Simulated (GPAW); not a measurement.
CoSi in GPAW: convergence with plane-wave cutoff (eV)

Input of the first run (plane-wave cutoff (eV) 200); the others differ in this setting and in those tied to it:

Contents of run.py:

```python
from ase.dft.bandgap import bandgap
from ase.io import read, write
from ase.units import GPa
from gpaw import GPAW, PW

atoms = read('CoSi.xyz')
atoms.set_initial_magnetic_moments([2.0, 2.0, 2.0, 2.0, 0.0, 0.0, 0.0, 0.0])

calc = GPAW(mode=PW(200),
            xc='PBE',
            kpts={'size': (5, 5, 5), 'gamma': True},
            occupations={'name': 'fermi-dirac', 'width': 0.05},
            nbands=51,
            convergence={'density': 1e-05, 'energy': 1e-05},
            maxiter=100,
            txt='gpaw.txt')
atoms.calc = calc
energy = atoms.get_potential_energy()
forces = atoms.get_forces()
stress = atoms.get_stress()
calc.write('gs.gpw')
write('result.traj', atoms)
print(f'Energy: {energy:.6f} eV')
print('Forces (eV/A):')
print(forces.round(4))
print('Stress (GPa):', (stress / GPa).round(3))
print('Moments:', calc.get_magnetic_moments().round(3))
print('Fermi level:', round(calc.get_fermi_level(), 4), 'eV')
print(f'Gap: {bandgap(calc)[0]:.4f} eV, direct: {bandgap(calc, direct=True)[0]:.4f} eV')
```

Contents of CoSi.xyz:

```xyz
8
Lattice="4.4380000000 0.0000000000 0.0000000000 0.0000000000 4.4380000000 0.0000000000 0.0000000000 0.0000000000 4.4380000000" Properties=species:S:1:pos:R:3 pbc="T T T"
Co     3.8166800000      2.8403200000      1.5976800000
Co     2.8403200000      1.5976800000      3.8166800000
Co     1.5976800000      3.8166800000      2.8403200000
Co     0.6213200000      0.6213200000      0.6213200000
Si     0.6967660000      1.5222340000      2.9157660000
Si     1.5222340000      2.9157660000      0.6967660000
Si     2.9157660000      0.6967660000      1.5222340000
Si     3.7412340000      3.7412340000      3.7412340000
```

Potentials or basis: GPAW PAW data sets (gpaw-data 1.2.1), pw.

The run is started by

```bash
$ OMP_NUM_THREADS=1 python run.py
```

Hardware: 1 thread of Intel(R) Xeon(R) Platinum 8488C (Sapphire Rapids) (shared host).

```tsv
plane-wave cutoff (eV)	energy less the tightest run, at zero smearing (meV/atom)	pressure (GPa)	largest force (eV/Å)	SCF cycles	CPU time (s)	peak memory (GiB)
200	2886.76	-214.21	0.095	18	37	0.17
250	469.02	-33.47	0.354	16	52	0.18
300	206.10	-0.78	0.312	16	57	0.19
350	195.67	0.38	0.313	16	53	0.21
400	160.52	-2.61	0.302	16	85	0.23
500	50.88	-2.25	0.313	16	110	0.26
600	8.96	0.82	0.307	16	170	0.31
800	3.19	1.36	0.307	16	210	0.4
1000	0.00	1.48	0.307	16	330	0.53
```

Against the tightest run, the largest force stays within 0.005 eV/Å from 600 on. Not settled before the last step: the energy (to 1 meV/atom), the pressure (to 0.1 GPa). The tightest run that finished is the yardstick and may itself not be fully converged.

Caveat, for the tightest run too: the starting moments collapsed, and a magnetic state may lie lower.
